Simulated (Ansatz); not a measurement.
# Lattice dynamics of LiBr (Fm-3m), part 3 of 3

How does LiBr (Fm-3m) vibrate, and is this structure a minimum?

Ansatz 0.2.0; DFT PBE, scalar-relativistic, plane waves, PAW.

So far, highest frequency on the path or at a solved wavevector (cm⁻¹): step 5 (response at finite wavevector) 345. The relaxed cell has a = 5.511 Å (conventional setting).

### 6. The same by displaced supercells

Finite displacements in a 2×2×2 supercell give force constants from forces alone. They are exact at the wavevectors that the supercell holds, where they check the linear-response result.

File input.yaml:

```yaml
crystal:
  lattice:
    - [0.0, 2.7554040619, 2.7554040619]
    - [2.7554040619, 0.0, 2.7554040619]
    - [2.7554040619, 2.7554040619, 0.0]
  atoms:
    - { symbol: Li, position: [0.0, 0.0, 0.0] }
    - { symbol: Br, position: [0.5, 0.5, 0.5] }
kpoints:
  mp_grid: { grid: [8, 8, 8] }
hamiltonian:
  xc: pbe
scf:
  occupations: { method: fixed }
output:
  eigenvalues: true
phonons:
  method: fd
  supercell: [2, 2, 2]
  temperatures: { t_max: 1000, t_step: 50 }
  qpath:
    path:
      - [[0.0, 0.0, 0.0], [0.5, 0.0, 0.5], [0.625, 0.25, 0.625]]
      - [[0.375, 0.375, 0.75], [0.0, 0.0, 0.0], [0.5, 0.5, 0.5], [0.5, 0.25, 0.75], [0.5, 0.0, 0.5]]
    npoints: 10
  non_analytic_term:
    high_frequency_dielectric_tensor: [[3.4129, 0.0, 0.0], [0.0, 3.4129, 0.0], [0.0, 0.0, 3.4129]]
    born_effective_charges:
      - { species: Li, tensor: [[1.2407, 0.0, 0.0], [0.0, 1.2407, 0.0], [0.0, 0.0, 1.2407]] }
      - { species: Br, tensor: [[-1.2407, 0.0, 0.0], [0.0, -1.2407, 0.0], [0.0, 0.0, -1.2407]] }
    source: "zone-centre run at this cell"
```

Started as:

```
$ ansatz run input.yaml --threads 4 --pin off --max-ram 7168MiB --backend cpu --events-out ev --progress --plain --runs-dir out
```

Numbers of over 12 decimals in the logs are rounded to 6 here.

The program printed:

```text
[...]
Crystal: 16 atoms, lattice volume = 334.716 Å³
Basis set: ecut = 420 eV, 6567 PW (Γ), exchange–correlation on 108×108×108 points (8 copies of the dense FFT grid, shifted against one another)
Bands: 56, of which v1, the nominal top of the filled ones, is band 40 counted from 1 (39 counted from 0)
Symmetry: 384 space group operations
k-points: 8 of 64
[...]
SCF iter   1: F=—  HF=-23927.675501 eV  |F-HF|=—  |Δ(HF+E_count)|=         —  Δρ=7.82e-8  dr2=1.80e-11  ethr=1.00e-12  ⟨swp⟩=3.0  Hψ=1117  notcnv=0
[...]
SCF iter   2: F=-23927.675501 eV  HF=-23927.675501 eV  |F-HF|=7.28e-12  |Δ(HF+E_count)|=  3.64e-12  Δρ=3.49e-8  dr2=2.95e-12  ethr=1.00e-12  ⟨swp⟩=3.2  Hψ=1068  notcnv=0
SCF 1 converged in 2 iterations: F = -23927.675501 eV  dr2 = 2.95e-12
[...]
Symmetry: 8 space group operations
k-points: 13 of 64 (time reversal used)
[...]
SCF iter   6: F=-23927.675498 eV  HF=-23927.675498 eV  |F-HF|=3.64e-12  |Δ(HF+E_count)|=  2.00e-10  Δρ=2.52e-8  dr2=2.15e-12  ethr=1.00e-12  ⟨swp⟩=5.2  Hψ=3193  notcnv=0
SCF 2 converged in 6 iterations: F = -23927.675498 eV  dr2 = 2.15e-12
[...]
SCF iter   6: F=-23927.675494 eV  HF=-23927.675494 eV  |F-HF|=7.28e-12  |Δ(HF+E_count)|=  4.73e-11  Δρ=1.43e-8  dr2=1.30e-12  ethr=1.00e-12  ⟨swp⟩=6.0  Hψ=3032  notcnv=0
SCF 3 converged in 6 iterations: F = -23927.675494 eV  dr2 = 1.30e-12
[...]
SCF converged after 2 iterations
Free energy (F): -23927.675501 eV
[...]
Internal energy: -23927.675501 eV  (E = F + TS)
E sigma→0 (E₀):  -23927.675501 eV
Fermi energy:    1.994796 eV
[...]
--- Band table (eV; the first three rows and the last of 8) ---
  k-point 0: bands = [... 36 lower, 1.7356, 1.9948, 1.9948, 1.9948, 6.9102, 7.6191, 7.6191, 7.6191, ... 12 higher]
  k-point 1: bands = [... 36 lower, 1.7700, 1.7700, 1.9530, 1.9530, 7.4361, 7.7672, 8.2467, 8.2467, ... 12 higher]
  k-point 2: bands = [... 36 lower, 1.8578, 1.8578, 1.8578, 1.8578, 7.9496, 7.9496, 8.7975, 8.7975, ... 12 higher]
  k-point 7: bands = [... 36 lower, 1.6491, 1.6491, 1.6491, 1.6491, 9.1745, 9.1745, 9.1745, 9.1745, ... 12 higher]
--- Phonons: 2 displaced members + reference (amplitude 0.0025 Å, Σ member SCF iterations 12) ---
  symmetry images taken by strict's conditions (phonons.symmetry_images: auto; settled by no image being taken that strict refuses)
  ASR residual: 1.804e-4 → 0.000e0 eV/Å²; symmetrization residual: 4.604e-5 eV/Å²
  largest component of a force at the reference: 5.7e-28 eV/Å
  ASR residual per site (eV/Å²): 1.80e-4 9.56e-5
  Γ frequencies (cm⁻¹): 0.00 0.00 0.00 140.97 140.97 140.97
[...]
```

Elapsed: 8.6 s, on 4 threads of Arm Neoverse V2, shared host; peak memory 0.82 GiB; 31 s of CPU time.

This step gave:

- atoms in the supercell: 16
- sum-rule residual before enforcement: 1.80e-4 eV/Å²

Interpolated from a 2×2×2 supercell, rough between the solved points, with the LO-TO term (at Γ the limit along the path; where Γ stands inside the path, tables give the limit on arrival). Phonon branches along the path, in cm⁻¹:

| point | branch 1 | branch 2 | branch 3 | branch 4 | branch 5 | branch 6 |
| --- | --- | --- | --- | --- | --- | --- |
| Γ | 0 | 0 | 0 | 141 | 141 | 321 |
| halfway | 58 | 58 | 90 | 175 | 175 | 273 |
| X | 77 | 77 | 114 | 150 | 150 | 169 |
| halfway | 76 | 84 | 111 | 150 | 172 | 175 |
| U | 71 | 97 | 104 | 147 | 188 | 218 |
| jump to K | 71 | 97 | 104 | 147 | 188 | 218 |
| halfway | 54 | 64 | 95 | 137 | 194 | 314 |
| Γ | 0 | 0 | 0 | 141 | 141 | 321 |
| halfway | 47 | 47 | 88 | 155 | 155 | 333 |
| L | 62 | 62 | 122 | 171 | 171 | 345 |
| halfway | 69 | 80 | 113 | 157 | 179 | 289 |
| W | 85 | 97 | 97 | 184 | 184 | 188 |
| halfway | 82 | 84 | 109 | 166 | 170 | 178 |
| X | 77 | 77 | 114 | 150 | 150 | 169 |

The phonon branches as a text plot (rows in cm⁻¹):

```
    338 |                                   ********
    324 |**                      ***********        *
    309 |  **                  **                    *
    295 |    **              **                       *
    281 |
    266 |      *            *                          *
    252 |       *          *                            *
    237 |
    223 |        *        *
    209 |                *  ***                          *
    194 |         **    * **   **                         **
    180 |      **   *  ***       *                  ***********
    165 |   ***  *** ***          **         *********   *   ****
    151 | **        ********        **    ***         ***      **
    137 |*                  **************
    122 |                                      *******
    108 |       ****************              *       ***   *****
     94 |      *        *****   *           **          *****
     79 |    **   ********   *** *         *         ************
     65 |   *  ***        ******* **      *    *********
     50 |    **                 **  *       ***
     36 |  **                     ***    ***
     22 | **                        **  **
      7 |*                           ****
         Γ           X  U|K            Γ         L        W     X
```

Tetrahedra on a 20×20×20 mesh, mean over bins of 5 cm-1. Interpolated from a 2×2×2 supercell, rough between the solved points. Phonon density of states against wavenumber; read off at these points:

| wavenumber (cm⁻¹) | phonon density of states (1/cm⁻¹/cell) |
| --- | --- |
| 2 | 1.0e-5 |
| 12 | 3.7e-4 |
| 22 | 0.00156 |
| 32 | 0.00386 |
| 38 | 0.00581 |
| 48 | 0.0126 |
| 58 | 0.0317 |
| 68 | 0.0655 |
| 78 | 0.0547 |
| 88 | 0.0308 |
| 98 | 0.0146 |
| 108 | 0.0736 |
| 112 | 0.0391 |
| 122 | 0.00202 |
| 132 | 0 |
| 142 | 0.0231 |
| 152 | 0.0571 |
| 162 | 0.0322 |
| 172 | 0.0411 |
| 178 | 0.0427 |
| 188 | 0.0257 |
| 198 | 0.0127 |
| 208 | 0.00356 |
| 218 | 0.00403 |
| 228 | 0.00448 |
| 238 | 0.00492 |
| 242 | 0.00519 |
| 252 | 0.00557 |
| 262 | 0.00611 |
| 272 | 0.00662 |
| 282 | 0.00723 |
| 292 | 0.008 |
| 302 | 0.00905 |
| 312 | 0.0109 |
| 318 | 0.0129 |
| 322 | 0.0132 |
| 328 | 0.00811 |
| 338 | 0.00401 |
| 348 | 0 |

At Γ the two methods differ by at most 0.0 cm⁻¹.

### 7. What came out

- space group after relaxation (within 0.01 Å): Fm-3m
- volume per atom: 20.9 Å³
- gap on the k-mesh: 4.92 eV
- highest optical mode at the zone centre (no LO-TO term): 141 cm⁻¹
- top of the zone-centre spectrum with the field: 321 cm⁻¹
- lowest optical zone-centre mode: 141 cm⁻¹
- mean high-frequency dielectric constant: 3.41
- mean static dielectric constant: 17.7
- largest Born charge (third of the trace): 1.24 e
- lowest mode on the q mesh (acoustic modes at Γ apart): 46.0 cm⁻¹
- highest frequency on the path or at a solved wavevector: 345 cm⁻¹
- zero-point energy per atom: 25.9 meV
- heat capacity at 300 K: 23.8 J/(mol atoms K)
- vibrational entropy at 300 K: 38.8 J/(mol atoms K)
- Debye temperature (second moment): 291 K
- imaginary modes on the 4×4×4 q mesh: none

In words: The structure is a minimum as far as tested: no mode is imaginary at the 8 irreducible wavevectors of the 4×4×4 mesh, and the softest away from the acoustic zeros lies at 46 cm⁻¹. Without the field, the optical modes at Γ form one degenerate level at 141 cm⁻¹. The highest mode in this list at Γ, 141.0 cm⁻¹, is mostly motion of Li (92 % of the kinetic energy). With the macroscopic field of the longitudinal modes the top of the zone-centre spectrum lies at 321 cm⁻¹, against 141 cm⁻¹ without it. Lattice motion raises the mean dielectric constant from 3.413 to 17.68. The strongest infrared line is at 141 cm⁻¹. On the path and the mesh, the widest gap between branches runs from 122 to 140 cm⁻¹. Finite displacements and linear response differ by 0.0 cm⁻¹ in the highest zone-centre mode. These are harmonic frequencies at zero temperature: anharmonic shifts, linewidths and thermal expansion are left out.

[Logs are printed without paths, hosts, clocks, repeated set-up lines and the standing remarks that a program may print on its own settings, such as how far it seeks lower states.]

[Hosts, paths, dates, database ids (printed as entryN), source tags and the programs' standing remarks are cut or masked in the printed files.]
